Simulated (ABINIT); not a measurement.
Crystal: BN.

```
N B
1.0
     2.55394    0.00000    0.00000
    -1.27697    2.21178    0.00000
     0.00000    0.00000    4.22685
N B
2 2
Cartesian
  0.0000 1.4745 0.5295
  1.2770 0.7373 2.6430
  0.0000 1.4745 2.1123
  1.2770 0.7373 4.2257
```

Measurements of this composition are mostly on another form, of space group No. 194.

Program: ABINIT 10.8.3 (patched build). Alike in all runs: no spin polarisation; cell as given.

Problem. Order these runs on this cell by their pressure, lowest first.
A. level PBE; potentials or basis JTH PAW PBE v2.0; k mesh 12 × 12 × 6; cutoff (eV) 707; smearing fermi-dirac 0.05 eV; fine-grid cutoff 1306.15 eV
B. level PBEsol; potentials or basis JTH PAW PBE v2.0; k mesh 12 × 12 × 6; cutoff (eV) 707; smearing fermi-dirac 0.05 eV; fine-grid cutoff 1306.15 eV
C. level HSE06; potentials or basis PseudoDojo NC SR PBE v0.4.1 standard; k mesh 8 × 8 × 4; cutoff (eV) 952; smearing fixed; most SCF steps 60
D. level LDA; potentials or basis JTH PAW LDA v2.0; k mesh 12 × 12 × 6; cutoff (eV) 707; smearing fermi-dirac 0.05 eV; fine-grid cutoff 1306.15 eV

Solution. D (-13.9 GPa), C (-8.7 GPa), B (-5.7 GPa), A (-0.1 GPa).

Caveats: Libxc's HSE differs a little from that of other programs (some runs); the potentials were made for another functional, which shifts forces and pressure (some runs); the PAW data sets were made with another functional, which shifts forces and pressure a little (some runs).

Not every run made on this cell is shown here.
